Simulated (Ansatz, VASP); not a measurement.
# One calculation of Ag, two programs

```xyz
1
Lattice="2.7150 0.0000 0.0000 0.0000 2.7150 0.0000 0.0000 0.0000 2.7150" Properties=species:S:1:pos:R:3 pbc="T T T"
Ag    0.0000    0.0000    0.0000
```

Alike in both runs: task single point; functional PBE; k mesh 13 × 13 × 13; occupations fermi-dirac, width 0.1 eV; no spin polarisation.

|  | VASP | Ansatz |
| --- | --- | --- |
| version | VASP 6.6.1 | Ansatz 0.2.0 |
| potentials or method | VASP PAW PBE potentials, release 64 (Ag) | plane waves (420 eV) with PAW, scalar-relativistic |
| plane-wave cutoff (eV) | 520 | 420 |
| valence electrons in the cell | 11 | 19 |

```csv
,VASP,Ansatz,Ansatz less VASP
pressure (GPa),2.8,3.0,+0.13
```

With one functional, cell and mesh, what is left measures potentials, basis and numerics. The two sets of potentials don't hold the same shells in valence.
